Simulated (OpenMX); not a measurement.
Crystal: BN.

```xyz
4
Lattice="2.4982 0.0000 0.0000 -1.2491 2.1635 0.0000 0.0000 0.0000 6.6357" Properties=species:S:1:pos:R:3 pbc="T T T"
N     1.2491    0.7212    1.6589
N     0.0000    1.4424    4.9768
B     1.2491    0.7212    4.9768
B     0.0000    1.4424    1.6589
```

Base run:

- Program: OpenMX 3.8.5
- Functional: PBE
- Potentials or basis: OpenMX 2013 PBE set, N6.0-s2p2d1, B7.0-s2p2d1, grid cutoff 400 Ry
- k mesh: 9 × 9 × 3
- Occupations: fermi-dirac, width 0.05 eV
- Spin: no spin polarisation

Its results: band gap on the k mesh 4.46 eV, indirect (least direct gap 4.72 eV); pressure 7.0 GPa; largest force 0.016 eV/Å.

Task: The run is repeated on the same cell with these changes: k mesh from 9 × 9 × 3 to 13 × 13 × 5. What comes out?

Result: Band gap on the k mesh 4.34 eV, indirect (least direct gap 4.69 eV); pressure 7.0 GPa; largest force 0.016 eV/Å.

Caveats: this functional lacks dispersion, which binds the layers, so the pressure and a relaxed spacing across them are unreliable; the basis of atomic orbitals isn't converged, which shifts pressures, moduli and gaps; the mesh misses the band edges, which the band path finds closer together (some runs).

Not every run made on this cell is shown here.
